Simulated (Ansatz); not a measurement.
The slice is one period of a {100} plane through atoms; its size isn't given.

Calculation: PBE (plane waves to 420 eV, PAW, scalar-relativistic; Ansatz, a program for electronic structure). Near the nuclei the fields are pseudised (PAW); where an atom keeps semicore shells as valence, they peak there.

```
|9998755432211000112234557899|
|9987654432210000012234456789|
|8876554432210000012234455678|
|7765544332110000011233445567|
|5555443322110000011223344555|
|5544433221100000001122334445|
|4444332221100000001122233444|
|3333322211000000000112223333|
|3222221110000000000011122222|
|2222111100011232110001111222|
|1111110000124555421000011111|
|1100000000146777641000000001|
|0000000000257888752000000000|
|0000000000357888753000000000|
|0000000000257888752000000000|
|1100000000146777641000000001|
|1111110000124555421000011111|
|2222111100011232110001111222|
|3222221110000000000011122222|
|3333322211000000000112223333|
|4444332221100000001122233444|
|5544433221100000001122334445|
|5555443322110000011223344555|
|7765544332110000011233445567|
|8876554432210000012234455678|
|9987654432210000012234456789|
|9998755432211000112234557899|
|9998755433211000112334557899|
```
Scale: ten equal steps from -1.44 (start of '0') to 1.28 (end of '9'), in the order '0123456789'. Values: log₁₀ of the valence density in e/Å³. The map has 28 points along u (one character each, u = 0 at the left) and 28 along v (v = 0 in the bottom row). The scale is logarithmic, as a density can span decades between atoms and voids.

```
|xxxx578899852101258998875xxx|
|xxx46788998521012589988764xx|
|xx4677899975210125799987764x|
|5567788999742101247999887765|
|7777889998742000247899988777|
|7888899998631000136899998888|
|8889999987410000014789999988|
|9999999874100000001478999999|
|9999988741000000000147889999|
|8887776410000232000014677788|
|5555443100016xxx610001344555|
|222222100006xxxxx60000122222|
|11111000002xxxxxxx2000001111|
|00000000003xxxxxxx3000000000|
|11111000002xxxxxxx2000001111|
|222222100006xxxxx60000122222|
|5555443100016xxx610001344555|
|8887776410000232000014677788|
|9999988741000000000147889999|
|9999999874100000001478999999|
|8889999987410000014789999988|
|7888899998631000136899998888|
|7777889998742000247899988777|
|5567788999742101247999887765|
|xx4677899975210125799987764x|
|xxx46788998521012589988764xx|
|xxxx578899852101258998875xxx|
|xxxx577899852101258998775xxx|
```
Scale: ten equal steps from 0.00 (start of '0') to 0.80 (end of '9'), in the order '0123456789'. Values: electron localisation function (ELF). The map has 28 points along u (one character each, u = 0 at the left) and 28 along v (v = 0 in the bottom row). Points within 0.5 Å of a nucleus are blanked (x), as the pseudised field means little there.

### Question
Which relaxed crystal do these maps come from?
A) RbCl (rock salt)
B) TaC (rock salt)
C) LiI (rock salt)

### Answer
C, LiI (rock salt). Atoms on the slice: I at (0.00, 0.00); Li at (0.50, 0.50)

All were relaxed with their symmetry unable to fall. Spin-orbit coupling is left out. TaC is run without spin polarisation.
